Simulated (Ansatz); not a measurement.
# TaN (P-62m) in Ansatz: further runs

The runs below take TaN through band structure, with LDA, PBEsol, r2SCAN.

Program: Ansatz 0.2.0. These are calculated values, not measurements. Logs are shortened: lines on timing, memory, paths and dates and some standing lists are left out, and cuts for length are marked.

## 1. Starting point

Symmetry: P-62m, No. 189, hexagonal system. The conventional cell has a = 5.196 Å, b = 5.196 Å, c = 2.911 Å, α = 90.00°, β = 90.00°, γ = 120.00°. Around Ta (site symmetry -62m) lie 3 N at 2.04 Å. Ta (site symmetry -6) has 6 N at 2.16 Å as nearest neighbours. Around N (site symmetry m2m) lie 5 Ta at 2.04 to 2.16 Å.

## 2. Band structure, LDA

File input.yaml:

```yaml
crystal:
  lattice:
    - [5.196, 0.0, 0.0]
    - [-2.598, 4.4998679981, 0.0]
    - [0.0, 0.0, 2.911]
  atoms:
    - { symbol: Ta, position: [0.0, 0.0, 0.0] }
    - { symbol: Ta, position: [0.6666666667, 0.3333333333, 0.5] }
    - { symbol: Ta, position: [0.3333333333, 0.6666666667, 0.5] }
    - { symbol: "N", position: [0.0, 0.39285, 0.0] }
    - { symbol: "N", position: [0.60715, 0.60715, 0.0] }
    - { symbol: "N", position: [0.39285, 0.0, 0.0] }
hamiltonian:
  xc: lda
  pseudopotentials: { kind: paw }
kpoints:
  mp_grid: { grid: [6, 6, 9] }
  band_path:
    path:
      - [[0.0, 0.0, 0.0], [0.5, 0.0, 0.0], [0.3333333333, 0.3333333333, 0.0], [0.0, 0.0, 0.0], [0.0, 0.0, 0.5], [0.5, 0.0, 0.5], [0.3333333333, 0.3333333333, 0.5], [0.0, 0.0, 0.5]]
      - [[0.5, 0.0, 0.5], [0.5, 0.0, 0.0]]
      - [[0.3333333333, 0.3333333333, 0.0], [0.3333333333, 0.3333333333, 0.5]]
    npoints: 14
scf:
  occupations: { method: fermi_dirac, width: 0.05 }
  n_extra_bands: 15
output:
  forces: true
  stress: true
  eigenvalues: true
  fatbands: true
```

Potentials or basis: Ansatz PAW.

Launch:

```sh
$ ansatz run input.yaml --threads 2 --pin off --max-ram 5632MiB --backend cpu --events-out ev --progress --plain --runs-dir out
```

Standard output:

```text
Warning: RAYON_NUM_THREADS=2 ignored (pool sized by the plan → 2); use --threads N
scf.n_extra_bands = 15 over 27 filled bands (N_el = 54.0): the run solves 42 bands
Engine: ansatz 0.2.0, x86_64-unknown-linux-gnu
Pseudopotentials: kind: paw
Pseudopotential: Ta, paw, valence charge 13, recommended cutoff 420 eV (normal), Ta.paw.azcp
Pseudopotential: N, paw, valence charge 5, recommended cutoff 420 eV (normal), N.paw.azcp
Functional definition: SPW92
  exchange = slater_x
  correlation = pw_c
Crystal: 6 atoms, lattice volume = 68.063 Å³
Basis set: ecut = 420 eV, 1287 PW (Γ)
Bands: 42, of which v1, the nominal top of the filled ones, is band 27 counted from 1 (26 counted from 0)
Symmetry: 12 space group operations
Space group: P-62m (ITA 189), of the structure as read, at distance tolerance 4.1e-5 Å
k-points: 35 of 324 (time reversal used)
Non-local potential: Ta, projectors of the file, l = 0: 3, l = 1: 2, l = 2: 2, l = 3: 1
Non-local potential: N, projectors of the file, l = 0: 2, l = 1: 2, l = 2: 1
PAW form: soft (Blöchl's): semilocal exchange-correlation on the pseudo side does not see the compensation charge
PAW frozen core: Ta, regenerated for the run's functional, and the local potential with it (the file was generated under x = pbe(κ = 0.804, μ = 0.2195149727645171), c = pbe(β = 0.06672455060314922))
PAW frozen core: N, regenerated for the run's functional, and the local potential with it (the file was generated under x = pbe(κ = 0.804, μ = 0.2195149727645171), c = pbe(β = 0.06672455060314922))
PAW one-centre angular grid: Ta, 590 points (default); XC on 64 Gauss nodes
PAW one-centre angular grid: N, 110 points (default); XC on 64 Gauss nodes
Initial density: superposition of atomic densities (neutral atoms: chi_scale 0, normalization atom), corrected by the library's trained network
Initial wavefunctions: pseudopotential atomic-orbital guess
Functional: x = slater, c = lda
SCF iter   1: F=—  HF=-30177.777705 eV  |F-HF|=—  |Δ(HF+E_count)|=         —  Δρ=1.06e-2  dr2=7.28e-2  ethr=1.77e-3  ⟨swp⟩=5.9  Hψ=5960  notcnv=0  defer=68
preconditioner: auto → Kerker (q_TF=auto, 2.625 Å⁻¹)  [metal: Δε(μ)=0.021 eV  Ē_g=11.626 eV  σ=0.050 eV  W_gap=0.10  n_scr=26 (ndim 8)  ℏωp=24.7 eV  f_vac=0.000  D(μ)=0.89/eV (n_scr^D=6)]
SCF iter   2: F=—  HF=-30177.764360 eV  |F-HF|=—  |Δ(HF+E_count)|=   1.33e-2  Δρ=4.98e-3  dr2=1.12e-2  ethr=1.35e-4  ⟨swp⟩=1.6  Hψ=1833  notcnv=0  defer=196
SCF iter   3: F=—  HF=-30177.762072 eV  |F-HF|=—  |Δ(HF+E_count)|=   2.29e-3  Δρ=2.02e-3  dr2=2.51e-3  ethr=2.07e-5  ⟨swp⟩=1.3  Hψ=1397  notcnv=0  defer=196
SCF iter   4: F=—  HF=-30177.761434 eV  |F-HF|=—  |Δ(HF+E_count)|=   6.38e-4  Δρ=4.33e-4  dr2=8.90e-5  ethr=4.66e-6  ⟨swp⟩=2.0  Hψ=1628  notcnv=0  defer=196
SCF iter   5: F=—  HF=-30177.761422 eV  |F-HF|=—  |Δ(HF+E_count)|=   1.27e-5  Δρ=8.69e-5  dr2=4.30e-6  ethr=1.65e-7  ⟨swp⟩=2.2  Hψ=1723  notcnv=0  defer=196
SCF iter   6: F=—  HF=-30177.761421 eV  |F-HF|=—  |Δ(HF+E_count)|=   5.53e-7  Δρ=1.98e-5  dr2=2.07e-7  ethr=7.97e-9  ⟨swp⟩=3.0  Hψ=2130  notcnv=0  defer=196
SCF iter   7: F=-30177.761421 eV  HF=-30177.761421 eV  |F-HF|=3.34e-9  |Δ(HF+E_count)|=   3.05e-8  Δρ=3.24e-6  dr2=7.32e-9  ethr=1.85e-10  ⟨swp⟩=9.2  Hψ=5589  notcnv=0
SCF 1 converged in 7 iterations: F = -30177.761421 eV  dr2 = 7.32e-9
NSCF: frozen V_eff on 129 k-points
SCF converged after 7 iterations
Free energy (F): -30177.761421 eV
Harris-Foulkes:  -30177.761421 eV  (|F-HF|=3.34e-9)
Internal energy: -30177.754635 eV  (E = F + TS)
E sigma→0 (E₀):  -30177.758028 eV
Entropy (-TS):   -0.006787 eV (-1.131 meV/atom)
Fermi energy:    19.331561 eV
--- Per-component energies (eV) ---
  E_band       = -234.875755
  E_kinetic    = 1496.722637
  E_local      = -2051.132950  (includes V_loc(G=0)·N_el)
  E_nonlocal   = 201.291604
  E_hartree    = 689.329841
  E_xc         = -831.840801
  E_vxc        = -843.972114  (∫ρ·V_xc dr)
  E_paw        = -24802.237028  (= ΣΔE_a)
  E_vpaw       = -416.446962  (= ΣTr[D̂ρ^β])
  E_aug_tail   = 0.000829  (compensation charges beyond the density's cutoff)
  E_ewald      = -4880.905606
  E_core_change = 1.016840  (= ΣΔE_core)
  E_smearing   = -0.006787  (= −TS)
  E_closure    = -0.000000  (closes the sum)
  Σ components = -30177.761421   (vs F -30177.761421, Δ=0.00e0)
--- Forces (eV/Å), atoms counted from 1 ---
  atom   1  Ta    -0.00000000    -0.00000000     0.00000000
  atom   2  Ta    -0.00000000     0.00000000     0.00000000
  atom   3  Ta     0.00000000    -0.00000000     0.00000000
  atom   4  N      0.02525697    -0.04374636     0.00000000
  atom   5  N      0.02525697     0.04374636     0.00000000
  atom   6  N     -0.05051395    -0.00000000     0.00000000
  max |Σ_I F_I| component: 2.98e-16 eV/Å
--- Stress (GPa, compression-positive) ---
       -9.107309       0.000000       0.000000
        0.000000      -9.107309       0.000000
        0.000000       0.000000     -11.729306
  P = ⅓ Tr σ = -9.9813 GPa (-99.813 kbar)
--- Band table (eV; the first three rows and the last of 35) ---
  k-point 0: bands = ["-49.9530", "-49.9077", "-49.3199", "-16.7719", "-16.7719", "-16.4196", "-16.4196", "-16.2515", "-16.1423", "-15.9875", "-15.9875", "-15.3482", "1.2214", "3.9936", "3.9936", "9.9821", "12.8271", "12.8271", "12.8912", "13.6006", "13.6006", "14.3403", "14.3403", "15.1381", "16.0385", "17.4373", "18.4307", "18.4307", "19.8938", "19.8938", "21.1562", "21.2562", "21.2562", "21.9640", "22.4830", "22.4830", "24.5523", "24.5523", "26.2369", "26.2369", "28.2191", "29.0885"]
  k-point 1: bands = ["-49.9477", "-49.9025", "-49.3154", "-16.7547", "-16.7547", "-16.4012", "-16.4012", "-16.3581", "-16.2376", "-15.9864", "-15.9864", "-15.4300", "1.4566", "3.9267", "3.9267", "10.3928", "12.5957", "12.5957", "13.0861", "13.5190", "13.5190", "14.2779", "14.2779", "14.4714", "16.5021", "17.9466", "17.9466", "18.0135", "20.5140", "20.5140", "21.2941", "21.2941", "21.3562", "22.1865", "22.5320", "22.5320", "24.4190", "24.4190", "25.8606", "25.8606", "28.5030", "29.6986"]
  k-point 2: bands = ["-49.9342", "-49.8896", "-49.3038", "-16.7109", "-16.7109", "-16.6197", "-16.4727", "-16.3524", "-16.3524", "-15.9854", "-15.9854", "-15.6327", "2.0801", "3.7500", "3.7500", "11.4887", "12.0778", "12.0778", "12.6913", "13.3093", "13.3093", "14.0883", "14.1181", "14.1181", "17.4880", "17.4880", "17.7789", "19.3210", "20.7741", "20.7741", "21.4246", "21.4246", "21.9332", "22.7671", "23.0285", "23.0285", "24.1886", "24.1886", "25.2776", "25.2776", "28.8930", "29.9847"]
  k-point 34: bands = ["-49.8870", "-49.8870", "-49.2820", "-17.0039", "-17.0039", "-16.6914", "-16.4390", "-16.4390", "-16.1970", "-15.9825", "-15.9825", "-15.9743", "3.0560", "3.7115", "3.7115", "11.2179", "11.2179", "12.1183", "12.1316", "12.1316", "12.8455", "12.8665", "15.2520", "15.2520", "16.9191", "16.9191", "17.6778", "21.5877", "21.5877", "21.8253", "22.1463", "22.1463", "23.0383", "23.2449", "23.2449", "24.7147", "25.4166", "25.4166", "25.5186", "26.6296", "28.1543", "28.1543"]
```

Run time: 15 s. Hardware: 2 threads of AMD EPYC 7R43 (Zen 3), shared host; peak memory 0.48 GiB.

Results:

- Free energy: -30177.7614 eV
- Pressure: -10.0 GPa
- Largest force: 0.051 eV/Å
- Band gap on the k mesh: none (metal or under the smearing width)

Forces on the atoms (eV/Å):
```
Ta   0.000  0.000  0.000
Ta   0.000  0.000  0.000
Ta   0.000  0.000  0.000
N    0.025 -0.044  0.000
N    0.025  0.044  0.000
N   -0.051  0.000  0.000
```

Stress tensor (GPa, compression positive):
```
 -9.11   0.00   0.00
  0.00  -9.11   0.00
  0.00   0.00 -11.73
```

Levels at the corners of the path, in eV from the Fermi level:
```
point  band 23  band 24  band 25  band 26  band 27  band 28  band 29  band 30  band 31  band 32
    Γ    -4.99    -4.19    -3.29    -1.89    -0.90    -0.90     0.56     0.56     1.82     1.92
    M    -4.58    -3.86    -3.81    -2.80    -2.61     1.21     1.78     1.92     2.38     2.40
    K    -4.98    -3.99    -3.65    -2.55    -2.55     1.23     1.69     1.69     2.01     2.67
    Γ    -4.99    -4.19    -3.29    -1.89    -0.90    -0.90     0.56     0.56     1.82     1.92
    A    -4.45    -4.30    -2.83    -2.83     1.90     1.90     2.02     2.20     2.20     3.28
    L    -4.66    -3.98    -3.21    -1.89    -0.93     0.51     1.37     3.24     3.29     3.37
    H    -3.97    -3.97    -2.52    -2.52    -1.63     2.50     2.50     2.54     2.61     2.61
    A    -4.45    -4.30    -2.83    -2.83     1.90     1.90     2.02     2.20     2.20     3.28
    L    -4.66    -3.98    -3.21    -1.89    -0.93     0.51     1.37     3.24     3.29     3.37
    M    -4.58    -3.86    -3.81    -2.80    -2.61     1.21     1.78     1.92     2.38     2.40
    K    -4.98    -3.99    -3.65    -2.55    -2.55     1.23     1.69     1.69     2.01     2.67
    H    -3.97    -3.97    -2.52    -2.52    -1.63     2.50     2.50     2.54     2.61     2.61
```

Caveat: the pressure holds a Pulay correction of +0.6 GPa for the finite cutoff; spin-orbit coupling is left out, which moves the levels of the heavy elements; the PAW data sets come from PBE, with cores solved anew for the run's functional, which leaves a small shift of forces and pressure.

## 3. Band structure, PBEsol

Edit input.yaml of step 2 so:

```diff
@@ -13,3 +13,3 @@
 hamiltonian:
-  xc: lda
+  xc: pbesol
   pseudopotentials: { kind: paw }
@@ -30,2 +30,2 @@
   eigenvalues: true
-  fatbands: true
+  fatbands: false
```

Potentials or basis: Ansatz PAW.

Launch:

```sh
$ ansatz run input.yaml --threads 2 --pin off --max-ram 5632MiB --backend cpu --events-out ev --progress --plain --runs-dir out
```

Standard output:

```text
Warning: RAYON_NUM_THREADS=2 ignored (pool sized by the plan → 2); use --threads N
scf.n_extra_bands = 15 over 27 filled bands (N_el = 54.0): the run solves 42 bands
[... 4 set-up lines as earlier in the session ...]
Functional definition: PBEsol
  exchange = pbesol_x
  correlation = pbesol_c
Crystal: 6 atoms, lattice volume = 68.063 Å³
Basis set: ecut = 420 eV, 1287 PW (Γ), exchange–correlation on 72×72×40 points (8 copies of the dense FFT grid, shifted against one another)
Bands: 42, of which v1, the nominal top of the filled ones, is band 27 counted from 1 (26 counted from 0)
[... 2 set-up lines as earlier in the session ...]
k-points: 35 of 324 (time reversal used)
[... 9 set-up lines as earlier in the session ...]
Functional: x = pbesol(κ = 0.804, μ = 0.12345679012345678), c = pbesol(β = 0.046)
SCF iter   1: F=—  HF=-30562.989424 eV  |F-HF|=—  |Δ(HF+E_count)|=         —  Δρ=1.19e-2  dr2=8.93e-2  ethr=1.77e-3  ⟨swp⟩=5.9  Hψ=5962  notcnv=0  defer=65
preconditioner: auto → Kerker (q_TF=auto, 2.625 Å⁻¹)  [metal: Δε(μ)=0.002 eV  Ē_g=11.708 eV  σ=0.050 eV  W_gap=0.01  n_scr=26 (ndim 8)  ℏωp=24.7 eV  f_vac=0.000  D(μ)=0.89/eV (n_scr^D=6)]
SCF iter   2: F=—  HF=-30562.973419 eV  |F-HF|=—  |Δ(HF+E_count)|=   1.60e-2  Δρ=4.79e-3  dr2=1.25e-2  ethr=1.65e-4  ⟨swp⟩=2.0  Hψ=2005  notcnv=0  defer=213
SCF iter   3: F=—  HF=-30562.971670 eV  |F-HF|=—  |Δ(HF+E_count)|=   1.75e-3  Δρ=2.22e-3  dr2=3.03e-3  ethr=2.31e-5  ⟨swp⟩=1.2  Hψ=1308  notcnv=0  defer=213
SCF iter   4: F=—  HF=-30562.970977 eV  |F-HF|=—  |Δ(HF+E_count)|=   6.93e-4  Δρ=4.27e-4  dr2=9.44e-5  ethr=5.62e-6  ⟨swp⟩=2.0  Hψ=1655  notcnv=0  defer=213
SCF iter   5: F=—  HF=-30562.971008 eV  |F-HF|=—  |Δ(HF+E_count)|=   3.07e-5  Δρ=8.41e-5  dr2=4.28e-6  ethr=1.75e-7  ⟨swp⟩=2.0  Hψ=1750  notcnv=0  defer=213
SCF iter   6: F=—  HF=-30562.971007 eV  |F-HF|=—  |Δ(HF+E_count)|=   3.55e-7  Δρ=1.98e-5  dr2=2.61e-7  ethr=7.93e-9  ⟨swp⟩=2.5  Hψ=1959  notcnv=0  defer=213
SCF iter   7: F=-30562.971007 eV  HF=-30562.971007 eV  |F-HF|=3.82e-9  |Δ(HF+E_count)|=   1.93e-8  Δρ=3.71e-6  dr2=8.29e-9  ethr=1.85e-10  ⟨swp⟩=9.2  Hψ=5692  notcnv=0
SCF 1 converged in 7 iterations: F = -30562.971007 eV  dr2 = 8.29e-9
NSCF: frozen V_eff on 129 k-points
SCF converged after 7 iterations
Free energy (F): -30562.971007 eV
Harris-Foulkes:  -30562.971007 eV  (|F-HF|=3.82e-9)
Internal energy: -30562.964348 eV  (E = F + TS)
E sigma→0 (E₀):  -30562.967678 eV
Entropy (-TS):   -0.006659 eV (-1.110 meV/atom)
Fermi energy:    19.537186 eV
--- Per-component energies (eV) ---
  E_band       = -225.213405
  E_kinetic    = 1496.156993
  E_local      = -2035.828238  (includes V_loc(G=0)·N_el)
  E_nonlocal   = 188.461932
  E_hartree    = 687.252842
  E_xc         = -832.532237
  E_vxc        = -843.463530  (∫ρ·V_xc dr)
  E_paw        = -25186.296095  (= ΣΔE_a)
  E_vpaw       = -405.048226  (= ΣTr[D̂ρ^β])
  E_aug_tail   = 0.000825  (compensation charges beyond the density's cutoff)
  E_ewald      = -4880.905606
  E_core_change = 0.725236  (= ΣΔE_core)
  E_smearing   = -0.006659  (= −TS)
  E_closure    = 0.000000  (closes the sum)
  Σ components = -30562.971007   (vs F -30562.971007, Δ=0.00e0)
--- Forces (eV/Å), atoms counted from 1 ---
  atom   1  Ta    -0.00000000     0.00000000     0.00000000
  atom   2  Ta     0.00000000     0.00000000     0.00000000
  atom   3  Ta     0.00000000    -0.00000000     0.00000000
  atom   4  N     -0.00848927     0.01470385     0.00000000
  atom   5  N     -0.00848927    -0.01470385     0.00000000
  atom   6  N      0.01697854    -0.00000000     0.00000000
  max |Σ_I F_I| component: 2.08e-16 eV/Å
--- Stress (GPa, compression-positive) ---
       -3.220982       0.000000       0.000000
        0.000000      -3.220982       0.000000
        0.000000       0.000000      -4.888905
  P = ⅓ Tr σ = -3.7770 GPa (-37.770 kbar)
--- Band table (eV; the first three rows and the last of 35) ---
  k-point 0: bands = ["-49.7388", "-49.6934", "-49.1066", "-16.5653", "-16.5653", "-16.2118", "-16.2118", "-16.0393", "-15.9299", "-15.7800", "-15.7800", "-15.1432", "1.2663", "4.0095", "4.0095", "10.1576", "12.9915", "12.9915", "13.0708", "13.8050", "13.8050", "14.5361", "14.5361", "15.3202", "16.2331", "17.6447", "18.6459", "18.6459", "20.1325", "20.1325", "21.3905", "21.4706", "21.4706", "22.0924", "22.7425", "22.7425", "24.7962", "24.7962", "26.5102", "26.5102", "28.4527", "29.2169"]
  k-point 1: bands = ["-49.7334", "-49.6883", "-49.1020", "-16.5479", "-16.5479", "-16.1933", "-16.1933", "-16.1464", "-16.0254", "-15.7789", "-15.7789", "-15.2250", "1.5001", "3.9438", "3.9438", "10.5680", "12.7661", "12.7661", "13.2622", "13.7147", "13.7147", "14.4765", "14.4765", "14.6537", "16.6969", "18.1568", "18.1568", "18.2211", "20.7508", "20.7508", "21.5251", "21.5251", "21.5914", "22.3197", "22.7708", "22.7708", "24.6677", "24.6677", "26.1240", "26.1240", "28.7473", "29.8319"]
  k-point 2: bands = ["-49.7200", "-49.6753", "-49.0905", "-16.5037", "-16.5037", "-16.4091", "-16.2609", "-16.1444", "-16.1444", "-15.7780", "-15.7780", "-15.4276", "2.1192", "3.7702", "3.7702", "11.6626", "12.2543", "12.2543", "12.8528", "13.4957", "13.4957", "14.2815", "14.3190", "14.3190", "17.6880", "17.6880", "17.9720", "19.5296", "21.0102", "21.0102", "21.6603", "21.6603", "22.1711", "22.9107", "23.2536", "23.2536", "24.4430", "24.4430", "25.5316", "25.5316", "29.1490", "30.2586"]
  k-point 34: bands = ["-49.6727", "-49.6727", "-49.0687", "-16.7941", "-16.7941", "-16.4834", "-16.2307", "-16.2307", "-15.9885", "-15.7753", "-15.7753", "-15.7689", "3.0863", "3.7319", "3.7319", "11.3944", "11.3944", "12.2965", "12.3126", "12.3126", "13.0430", "13.0451", "15.4422", "15.4422", "17.1195", "17.1195", "17.8321", "21.8188", "21.8188", "22.0740", "22.3797", "22.3797", "23.2416", "23.4935", "23.4935", "24.9281", "25.6516", "25.6516", "25.7796", "26.8556", "28.3643", "28.3643"]
```

Run time: 10 s. Hardware: 2 threads of AMD EPYC 7R43 (Zen 3), shared host; peak memory 0.49 GiB.

Results:

```
Free energy            : -30562.9710 eV
Pressure               : -3.8 GPa
Largest force          : 0.017 eV/Å
Band gap on the k mesh : none (metal or under the smearing width)
```

Forces in eV/Å, atoms in the order of the input:
```
Ta   0.000  0.000  0.000
Ta   0.000  0.000  0.000
Ta   0.000  0.000  0.000
N   -0.008  0.015  0.000
N   -0.008 -0.015  0.000
N    0.017  0.000  0.000
```

Levels at the corners of the path, in eV from the Fermi level:
| point | band 24 | band 25 | band 26 | band 27 | band 28 | band 29 | band 30 | band 31 |
| --- | --- | --- | --- | --- | --- | --- | --- | --- |
| Γ | -4.22 | -3.30 | -1.89 | -0.89 | -0.89 | 0.60 | 0.60 | 1.85 |
| M | -3.87 | -3.83 | -2.82 | -2.61 | 1.22 | 1.82 | 1.94 | 2.43 |
| K | -4.00 | -3.67 | -2.57 | -2.57 | 1.24 | 1.70 | 1.70 | 2.06 |
| Γ | -4.22 | -3.30 | -1.89 | -0.89 | -0.89 | 0.60 | 0.60 | 1.85 |
| A | -4.31 | -2.85 | -2.85 | 1.94 | 1.94 | 2.02 | 2.21 | 2.21 |
| L | -3.98 | -3.23 | -1.93 | -0.92 | 0.53 | 1.38 | 3.28 | 3.32 |
| H | -3.99 | -2.53 | -2.53 | -1.69 | 2.54 | 2.54 | 2.59 | 2.63 |
| A | -4.31 | -2.85 | -2.85 | 1.94 | 1.94 | 2.02 | 2.21 | 2.21 |
| L | -3.98 | -3.23 | -1.93 | -0.92 | 0.53 | 1.38 | 3.28 | 3.32 |
| M | -3.87 | -3.83 | -2.82 | -2.61 | 1.22 | 1.82 | 1.94 | 2.43 |
| K | -4.00 | -3.67 | -2.57 | -2.57 | 1.24 | 1.70 | 1.70 | 2.06 |
| H | -3.99 | -2.53 | -2.53 | -1.69 | 2.54 | 2.54 | 2.59 | 2.63 |

Caveat: the pressure holds a Pulay correction of +0.5 GPa for the finite cutoff; spin-orbit coupling is left out, which moves the levels of the heavy elements; the PAW data sets come from PBE, with cores solved anew for the run's functional, which leaves a small shift of forces and pressure.

[end of part 1 of 2]
